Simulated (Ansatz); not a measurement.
**Ta2N in Ansatz: the effect of target pressure**

The system is Ta2N.

```
Ta N
1.0
     3.11286    0.00000    0.00000
    -1.55643    2.69582    0.00000
     0.00000    0.00000    4.86984
Ta N
2 1
Direct
  0.33333 0.66667 0.25471
  0.66667 0.33333 0.74529
  0.00000 0.00000 0.00000
```

The cell comes from a database or a generator and needn't be the stable form of this composition.

Alike in all runs:

```yaml
Program: Ansatz 0.2.0
Task: relaxation of cell and atoms
Functional: PBEsol
Potentials_or_basis: all-electron LAPW, scalar-relativistic
Basis_error_allowed: 0.002 eV/atom
k_mesh: 10 × 10 × 6
Occupations: fermi-dirac, width 0.05 eV
Spin: no spin polarisation
```

Each run relaxes the cell or the atoms first.

One run gave: relaxed volume 12.77 Å³/atom. Which target pressure did it use?
A. 30 GPa
B. 10 GPa
C. 20 GPa
D. 0 GPa
E. 5 GPa

B.

| target pressure | relaxed volume (Å³/atom) |
| --- | --- |
| 0 GPa | 13.20 |
| 5 GPa | 12.97 |
| 10 GPa | 12.77 |
| 20 GPa | 12.41 |
| 30 GPa | 12.10 |
